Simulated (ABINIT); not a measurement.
# CuO (Tenorite): single point with PBEsol

The system is CuO (Tenorite).

```
CELL_PARAMETERS angstrom
2.34465 -1.71340 0.00000
2.34465 1.71340 0.00000
-0.86055 0.00000 5.05944
ATOMIC_POSITIONS crystal
Cu 0.50570 0.99000 0.49524
Cu 0.01154 0.50101 0.99728
O 0.40012 0.57752 0.76099
O 0.57635 0.41408 0.25814
```

The cell isn't the ideal one: atoms moved at random, drawn with an rms of 0.05 Å.

- Program: ABINIT 10.8.3 (patched build)
- Task: single point
- Functional: PBEsol
- Potentials or basis: JTH PAW PBE v2.0
- Cutoff: 707 eV
- k mesh: 10 × 10 × 5
- Occupations: fermi-dirac, width 0.05 eV
- Spin: no spin polarisation

The pressure is -1.6 GPa, the largest force is 1.592 eV/Å and the band gap on the k mesh is none (metal or under the smearing width). The valence electrons inside the program's atomic spheres are Cu 17.31, 17.32; O 4.49.

Forces in eV/Å, atoms in the order of the input:
```
Cu  -0.211  0.233  0.847
Cu  -1.102  0.506  0.798
O    0.895 -0.823 -1.027
O    0.418  0.084 -0.617
```

Stress tensor (GPa, compression positive):
```
-1.38 -0.01 -2.19
-0.01 -0.27  0.71
-2.19  0.71 -3.16
```

Levels at points of the mesh, in eV from the Fermi level:
```csv
k point,band 22,band 23,band 24,band 25,band 26,band 27,band 28,band 29
"(0.00, 0.00, 0.00)",-2.15,-2.05,-1.60,0.22,0.93,1.63,5.88,8.07
"(0.50, 0.00, 0.00)",-1.55,-1.46,-1.36,0.00,0.27,4.81,6.19,6.87
"(0.00, 0.50, 0.00)",-1.56,-1.46,-1.33,-0.11,0.36,4.76,6.17,6.84
"(0.50, 0.50, 0.00)",-2.06,-1.67,-1.18,-0.63,1.02,3.25,6.86,8.47
```

It took 9.8 min on 1 thread of Intel(R) Xeon(R) 6975P-C (Granite Rapids), on a shared host, peak memory 0.42 GiB.

Caveat: the PAW data sets were made with another functional, which shifts forces and pressure a little; the run has no spin polarisation, though such a crystal can be magnetic; semilocal functionals often make such compounds metallic where correlation or magnetic order opens a gap, which also shifts bond lengths.
